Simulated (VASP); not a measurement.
Si, 2 atoms in the cell. The cell holds a slab with vacuum, 2 atoms: a = 3.767 Å, b = 3.767 Å, c = 28.000 Å, α = 90.00°, β = 90.00°, γ = 120.00°. The cell was built by a generator and needn't be a form met in nature.

| Quantity | Value |
| --- | --- |
| Program | VASP 6.6.1 |
| Task | single point |
| Functional | PBE |
| Dispersion | D3(BJ) |
| Potentials or basis | VASP PAW PBE potentials, release 64 (Si) |
| Cutoff | 520 eV |
| k mesh | 15 × 15 × 1 |
| Occupations | gaussian, width 0.1 eV |
| Spin | no spin polarisation |
| Dipole correction | yes |
| Further INCAR settings | ALGO = Normal; EDIFF = 1e-06; NBANDS = 11 |

Potentials or basis: VASP PAW PBE potentials, release 64 (Si).

Run with:

```bash
$ cat potpaw_PBE.64/Si/POTCAR > POTCAR
$ mpirun -np 1 vasp_std > vasp.out
```

Hardware: 1 thread of Intel(R) Xeon(R) Platinum 8488C (Sapphire Rapids), on a shared host.

Task: Estimate the wall time of this run.

Result: Run time: 98 s on 1 thread of Intel(R) Xeon(R) Platinum 8488C (Sapphire Rapids) (shared host), peak memory 0.43 GiB. Counts: scf iterations 21, k points 27.
